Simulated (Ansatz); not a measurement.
Runs of Ansatz 0.2.0 on TaS2. Symmetry: P-3m1, No. 164, trigonal system. The conventional cell has a = 3.350 Å, b = 3.350 Å, c = 5.860 Å, α = 90.00°, β = 90.00°, γ = 120.00°. Ta (site symmetry -3m) is surrounded by 6 S at 2.43 Å. S (site symmetry 3m) has 3 Ta at 2.43 Å as nearest neighbours. 

| task | level | spin | cell | k mesh | smearing | points for each segment of the path | gap on the mesh (eV) | pressure (GPa) | largest force (eV/Å) |
| --- | --- | --- | --- | --- | --- | --- | --- | --- | --- |
| single point | LDA | off | as given | 9 × 9 × 5 | gaussian 0.05 eV | - | none | 1.4 | 0.78 |
| band structure | revPBE | off | as given | 9 × 9 × 5 | fermi-dirac 0.05 eV | 14 | none | 11.2 | (b) |
| relaxation of cell and atoms | revPBE | off | relaxed | 9 × 9 × 5 | fermi-dirac 0.05 eV | - | none | 0.0 | - |
| single point | PBEsol | off | as given | 9 × 9 × 5 | gaussian 0.05 eV | - | none | (c) | 1.00 |
| band structure | RPBE+D3(BJ) | SOC, no magnetisation | as given | 7 × 7 × 4 | fermi-dirac 0.02 eV | 14 | none | -6.8 | (a) |
| band structure | BLYP | off | as given | 9 × 9 × 5 | fermi-dirac 0.05 eV | 14 | none | 15.3 | 1.48 |

Alike in all rows: potentials or basis Ansatz PAW; cutoff (eV) 420.

Problem. Estimate the missing entries.

Solution. (a) 0.86; (b) 1.29; (c) 4.4.

Caveats: the PAW data sets come from PBE, with cores solved anew for the run's functional, which leaves a small shift of forces and pressure; this functional lacks dispersion, which binds the layers, so the pressure and a relaxed spacing across them are unreliable (some runs); forces of over 1 eV/Å show positions far from the minimum, so gaps and moduli don't describe the material at rest (some runs); spin-orbit coupling is left out, which moves the levels of the heavy elements (some runs); the plane-wave basis is chosen anew once the cell has moved, so the energies of steps on either side of that aren't comparable (some runs); this functional lacks dispersion, which binds the layers, so the pressure and a relaxed spacing across them are unreliable, and here the layers came unbound (some runs).

A k mesh can miss the band edges, and rows without SOC leave out spin-orbit coupling on Ta.

A gap of «none» marks a metal or a gap under the smearing width.
